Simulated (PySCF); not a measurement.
An unknown shows these calculated signals:

$^{1}$H NMR (500 MHz, computed): δ 7.85 (d, 2H), 7.57 (m, 2H), 7.56 (m, 1H), 2.94 (s, 1H).

$^{13}$C{$^{1}$H} NMR (computed): δ 140.7 (CH), 134.9 (CH), 134.6 (CH), 129.8 (C), 88.7 (C), 84.3 (CH).

[PySCF 2.14.0 with density-fitted response routines: PBE0-D3(BJ)/def2-TZVP structure; GIAO B97-2/pcSseg-2 shieldings; non-relativistic; a single conformation; in vacuum; fast rotation and ring inversion assumed for equivalent nuclei]

δ = σ(ref) − σ, references computed at the same level: $^{1}$H (σref 31.64), $^{13}$C (σref 185.38) against TMS.

Q: Which of these does the molecule contain: a non-aromatic C=C double bond, a heteroaromatic ring, a C≡C triple bond, a benzene ring, an OH group?

A: 
- A non-aromatic C=C double bond: no.
- A heteroaromatic ring: no.
- A C≡C triple bond: yes (δC 84.3, 88.7; δH 2.94 (s)).
- A benzene ring: yes.
- An OH group: no.

The data belong to phenylacetylene (SMILES C#Cc1ccccc1); they needn't prove each group on their own.

Carbon signals by region: 4 in the sp2 and nitrile region (100–160 ppm), 2 at 50–100 ppm.

Shifts are as computed. Against solution values, carbons near 30 ppm lie about +3 ppm off and those near 130 ppm about +7 ppm. Of 1211 compounds with measured shifts, 218 miss one by over three times the rms of a fit or turn the order of signals round; such compounds aren't used in these exercises. No couplings were computed; multiplicities are counted from neighbouring protons, with m where these are inequivalent, close in shift, in a saturated or five-membered ring or joined by F or P, and br s for small geminal =CH2 splittings.
